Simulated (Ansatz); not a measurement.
The system is Sb.

```
CELL_PARAMETERS angstrom
2.15420 1.24373 3.75800
-2.15420 1.24373 3.75800
0.00000 -2.48746 3.75800
ATOMIC_POSITIONS crystal
Sb 0.76651 0.76651 0.76651
Sb 0.23349 0.23349 0.23349
```

| Quantity | Value |
| --- | --- |
| Program | Ansatz 0.2.0 |
| Task | relaxation of cell and atoms |
| Functional | HSE06 |
| Potentials or basis | Ansatz PAW |
| Cutoff | 420 eV (not typed: the program's choice for these potentials) |
| k mesh | 4 × 4 × 4 |
| Occupations | fermi-dirac, width 0.05 eV |
| Spin | no spin polarisation |

At the start: volume 30.21 Å³/atom.

**Question.** How do energy, volume and symmetry change on relaxing?

**Answer.** It ends after 6 steps and the volume is 31.25 Å³/atom (+3.5 %); space group R-3m (No. 166, to 0.05 Å).

The path:
```
step  energy change (eV)  largest force (eV/Å)  volume (Å³)
   1              0.0000                0.3247        60.41
   2             -0.0060                0.3180        62.72
   3             -0.0184                0.0228        62.28
   4             -0.0186                0.0288        62.20
   5             -0.0189                0.0001        62.50
   6             -0.0193                0.0000        62.50
```

Final structure:
```cif
data_structure
_symmetry_space_group_name_H-M 'P 1'
_symmetry_Int_Tables_number 1
_cell_length_a 4.5644
_cell_length_b 4.5644
_cell_length_c 4.5644
_cell_angle_alpha 56.942
_cell_angle_beta 56.942
_cell_angle_gamma 56.942
_cell_volume 62.50
loop_
_atom_site_label
_atom_site_type_symbol
_atom_site_fract_x
_atom_site_fract_y
_atom_site_fract_z
_atom_site_occupancy
Sb1 Sb 0.77038 0.77038 0.77038 1
Sb2 Sb 0.22962 0.22962 0.22962 1
```

Caveat: the k mesh is coarse (spacing up to 0.44 Å⁻¹), so the values aren't converged, least of all with exact exchange; the plane-wave basis is chosen anew once the cell has moved, so the energies of steps on either side of that aren't comparable; the PAW data sets come from PBE, with cores solved anew for the run's functional, which leaves a small shift of forces and pressure.
